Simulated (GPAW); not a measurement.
Set up this calculation in GPAW 26.7.0, as an ASE script.

| Quantity | Value |
| --- | --- |
| Task | dielectric tensor |
| Functional | AM05 |
| Potentials or basis | PAW data sets generated in the run's folder for this functional |
| Cutoff | 400 eV |
| Basis | pw |
| k mesh | 6 × 6 × 6 |
| Occupations | fermi-dirac, width 0.001 eV |
| Spin | no spin polarisation |
| Response ecut | 80 eV |
| Maxiter | 150 |
| Response k mesh | 18 × 18 × 18 |
| Response bands | 30 |
| Kernels | ["RPA"] |
| Coarser k mesh | 18 × 18 × 18 |

The structure of SnTe lies in POSCAR:

```
SnTe
1.0
    0.0000000000      3.1508500000      3.1508500000
    3.1508500000      0.0000000000      3.1508500000
    3.1508500000      3.1508500000      0.0000000000
Te Sn
1 1
Direct
    0.5000000000      0.5000000000      0.5000000000
    0.0000000000      0.0000000000      0.0000000000
```

The input as run:

run.py

```python
import numpy as np
from ase.dft.bandgap import bandgap
from ase.io import read, write
from gpaw import GPAW, PW, setup_paths
from gpaw.response.df import DielectricFunction

setup_paths.insert(0, '.')

atoms = read('POSCAR')

calc = GPAW(mode=PW(400),
            xc='AM05',
            kpts={'size': (6, 6, 6), 'gamma': True},
            occupations={'name': 'fermi-dirac', 'width': 0.001},
            nbands=19,
            convergence={'density': 1e-06},
            maxiter=150,
            txt='gpaw.txt')
atoms.calc = calc
energy = atoms.get_potential_energy()
calc.write('gs.gpw')
write('result.traj', atoms)
print(f'Energy: {energy:.6f} eV')
print('Fermi level:', round(calc.get_fermi_level(), 4), 'eV')
print(f'Gap: {bandgap(calc)[0]:.4f} eV, direct: {bandgap(calc, direct=True)[0]:.4f} eV')

for size in [(18, 18, 18)]:
    name = 'x'.join(str(n) for n in size)
    dense = calc.fixed_density(kpts={'size': size, 'gamma': True},
                               nbands=36, convergence={'bands': 30, 'eigenstates': 1e-7},
                               update_fermi_level=True, txt=f'dense-{name}.txt')
    dense.write(f'{name}.gpw', mode='all')
    df = DielectricFunction(f'{name}.gpw', frequencies=np.array([0.0]), hilbert=False, eta=0.001,
                            ecut=80, nbands=30, intraband=False, txt=f'df-{name}.txt')
    for xc in ['RPA']:
        for direction in ['x', 'y', 'z', [0, 1, 1], [1, 0, 1], [1, 1, 0]]:
            e0, e = df.get_macroscopic_dielectric_constant(xc=xc, direction=direction)
            print(f'{name} {xc} {direction}: {e0:.4f} without, {e:.4f} with local fields')
```

Potentials or basis: PAW data sets generated in the run's folder for this functional, pw.

Command:

```sh
$ gpaw-setup -f AM05 Sn Te
$ OMP_NUM_THREADS=1 python run.py
```

Results of the run:

The band gap on the k mesh is 0.12 eV, direct. The electronic dielectric tensor (diagonal) is 70.55.

Caveat: the gap is small at this level, which inflates the dielectric constant; the long-wavelength limit can be off by a per cent or two; spin-orbit coupling is left out, which moves the levels of the heavy elements.

Run time: 2.2 min on 1 thread of Intel(R) Xeon(R) 6975P-C (Granite Rapids), with other jobs on the host, peak memory 0.46 GiB.
